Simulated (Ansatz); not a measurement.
## La₂O₃, explained

Level of theory: DFT, HSE06, scalar-relativistic, no spin polarisation; plane waves to 420 eV with PAW datasets (Ansatz 0.2.0), Γ-centred 4×4×6 mesh, 0.05 eV Gaussian smearing. The datasets are Ansatz's generated set soft_2.

The chain of runs began from a cell as deposited in COD, expanded in volume.

The relaxed structure (symmetry read at 0.01 Å). The structure is hexagonal, space group P6/mmm (No. 191). The conventional cell has a = 6.339 Å, b = 6.339 Å, c = 3.265 Å, α = 90.00°, β = 90.00°, γ = 120.00°. La (site symmetry -6m2) is surrounded by 6 O at 2.45 Å. O (site symmetry mmm) has 4 La at 2.45 Å as nearest neighbours. (Shells end 15 % past the nearest neighbour.)

Results at this level of theory:

- Volume: 22.73 Å³/atom
- Band gap: 2.76 eV
- Smallest direct gap: 3.26 eV
- f electrons (orthogonalised atomic orbitals): La 0.23
- Bulk modulus (Birch–Murnaghan): 92 GPa
- Pressure derivative B0′: 3.5

Formal charges La³⁺, O²⁻ balance and leave closed shells on every ion, so a band insulator is expected, and the gap is 2.76 eV.

Task: What kind of gap is it?

Result: It is indirect: 2.76 eV, against 3.26 eV for the smallest direct gap. Within 0.6 eV of the edges the projected states are 91 % O 2p at the top of the valence band and 79 % La 5d at the bottom of the conduction band. Crossing the gap moves an electron from the anion's filled p shell to the metal's empty orbitals, as in ionic insulators.

Shannon's ionic radii give a check on the bond lengths: La³⁺ with 6 neighbours 1.03 Å + O²⁻ 1.38 Å = 2.41 Å against a computed mean of 2.45 Å. Sums and bonds agree within 3 %, so ion sizes set the bond lengths.

Task: How stiff is it, in energy terms?

Result: B0·V0 = 91.6 GPa × 22.71 Å³ = 12.98 eV/atom sets the scale: near the minimum ΔE ≈ ½ B0 V0 x², with x = V/V0 − 1, and a pressure of 0.9 GPa squeezes the volume by about 1 %. At the ends of the curve: x = −3.9 % predicts 9.9 meV/atom and the run gives 10.6; x = +4.1 % predicts 10.9 meV/atom and the run gives 10.2. The lopsidedness is anharmonic: atoms resist being pushed together more than being pulled apart.

These numbers lack spin–orbit coupling. Pressures of hybrids are less tightly converged. The program warned that the potential is rough where the density is thin (voids or gaps), so long spacings are poorly fixed.
